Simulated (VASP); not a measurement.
A run of VASP 6.6.1:

File INCAR:

```
SYSTEM = MoS2
  PREC = Accurate
  ENCUT = 600
  EDIFF = 1E-6
  ISMEAR = 0
  SIGMA = 0.03
  LREAL = .False.
  LASPH = .True.
  NELM = 80
  ALGO = Normal
  ISIF = 3
  LWAVE = .False.
  LCHARG = .False.
  GGA = CA
  IBRION = 2
  NSW = 90
  EDIFFG = -0.01
  LATTICE_CONSTRAINTS = .TRUE. .TRUE. .FALSE.
  KPAR = 8
```

Contents of KPOINTS:

```
Automatic mesh
0
Gamma
  12 12 1
  0 0 0
```

POSCAR

```
MoS2
1.0
    3.1690000000      0.0000000000      0.0000000000
   -1.5845000000      2.7444345000      0.0000000000
    0.0000000000      0.0000000000     39.6162960000
S Mo
8 4
Direct
    0.3333333300      0.6666666700      0.2271792400
    0.3333333300      0.6666666700      0.3061946000
    0.6666666700      0.3333333300      0.3827212900
    0.6666666700      0.3333333300      0.4617366600
    0.3333333300      0.6666666700      0.5382633400
    0.3333333300      0.6666666700      0.6172787100
    0.6666666700      0.3333333300      0.6938054000
    0.6666666700      0.3333333300      0.7728207600
    0.6666666700      0.3333333300      0.2666869200
    0.3333333300      0.6666666700      0.4222289700
    0.6666666700      0.3333333300      0.5777710300
    0.3333333300      0.6666666700      0.7333130800
```

Potentials or basis: VASP PAW LDA potentials, release 64 (S, Mo_sv).

The run is started by

```console
$ cat potpaw_LDA.64/S/POTCAR potpaw_LDA.64/Mo_sv/POTCAR > POTCAR
$ mpirun -np 8 vasp_std > vasp.out
```

Hardware: 8 MPI ranks on Intel(R) Xeon(R) Platinum 8488C (Sapphire Rapids) (shared host).

Q: How long does it take, and how much memory?

A: It took 41 min on 8 MPI ranks on Intel(R) Xeon(R) Platinum 8488C (Sapphire Rapids) (shared host), peak memory 0.7 GiB a rank. Counts: scf iterations 373, k points 19, ion steps 55.
